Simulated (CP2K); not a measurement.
Runs of CP2K 2026.2 on Sb. Symmetry: R-3m, No. 166, trigonal system. Conventional cell: a = 4.308 Å, b = 4.308 Å, c = 11.274 Å, α = 90.00°, β = 90.00°, γ = 120.00°. Around Sb (site symmetry 3m) lie 3 Sb at 2.91 Å. 

| level | potentials or basis | basis sets | potentials | CUTOFF of the grids | gap on the mesh (eV) | pressure (GPa) | largest force (eV/Å) |
| --- | --- | --- | --- | --- | --- | --- | --- |
| HLE16 | POTENTIAL_UZH Sb GTH-PBE-q5; TZVP-MOLOPT-PBE-GTH basis | Sb TZVP-MOLOPT-PBE-GTH-q5 | Sb GTH-PBE-q5 of POTENTIAL_UZH | 675 Ry | none | (b) | 0.48 |
| PBE | GTH_POTENTIALS Sb GTH-PBE-q5; DZVP-MOLOPT-SR-GTH basis | Sb DZVP-MOLOPT-SR-GTH-q5 | Sb GTH-PBE-q5 of GTH_POTENTIALS | 450 Ry | none | 3.5 | 0.19 |
| LDA | POTENTIAL_UZH Sb GTH-PBE-q5; TZVP-MOLOPT-PBE-GTH basis | Sb TZVP-MOLOPT-PBE-GTH-q5 | Sb GTH-PBE-q5 of POTENTIAL_UZH | 675 Ry | none | 2.6 | 0.33 |
| r2SCAN | GTH_POTENTIALS Sb GTH-PBE-q5; DZVP-MOLOPT-SR-GTH basis | Sb DZVP-MOLOPT-SR-GTH-q5 | Sb GTH-PBE-q5 of GTH_POTENTIALS | 675 Ry | none | 3.2 | 0.07 |
| PBEsol | POTENTIAL_UZH Sb GTH-PBE-q5; TZVP-MOLOPT-PBE-GTH basis | Sb TZVP-MOLOPT-PBE-GTH-q5 | Sb GTH-PBE-q5 of POTENTIAL_UZH | 675 Ry | none | 2.5 | 0.32 |
| TPSS | POTENTIAL_UZH Sb GTH-PBE-q5; TZVP-MOLOPT-PBE-GTH basis | Sb TZVP-MOLOPT-PBE-GTH-q5 | Sb GTH-PBE-q5 of POTENTIAL_UZH | 675 Ry | none | 4.1 | (a) |
| OLYP | POTENTIAL_UZH Sb GTH-PBE-q5; TZVP-MOLOPT-PBE-GTH basis | Sb TZVP-MOLOPT-PBE-GTH-q5 | Sb GTH-PBE-q5 of POTENTIAL_UZH | 675 Ry | none | (c) | 0.09 |
| revPBE | POTENTIAL_UZH Sb GTH-PBE-q5; TZVP-MOLOPT-PBE-GTH basis | Sb TZVP-MOLOPT-PBE-GTH-q5 | Sb GTH-PBE-q5 of POTENTIAL_UZH | 675 Ry | none | 3.9 | 0.19 |

Alike in all rows: task band structure; no spin polarisation; cell as given; k mesh 8 × 8 × 8; smearing fermi-dirac 0.05 eV.

**Question.** Estimate the missing entries.

**Answer.** (a) 0.16; (b) -5.7; (c) 3.0.

Caveats: spin-orbit coupling is left out, which moves the levels of the heavy elements; the basis of atomic orbitals isn't converged, which shifts pressures, moduli and gaps; the potentials were made for another functional, which shifts forces and pressure (some runs); the potentials were made for a functional far from this one (some runs).

A k mesh can miss the band edges, and the runs leave out spin-orbit coupling on Sb.

A gap of «none» marks a metal or a gap under the smearing width.
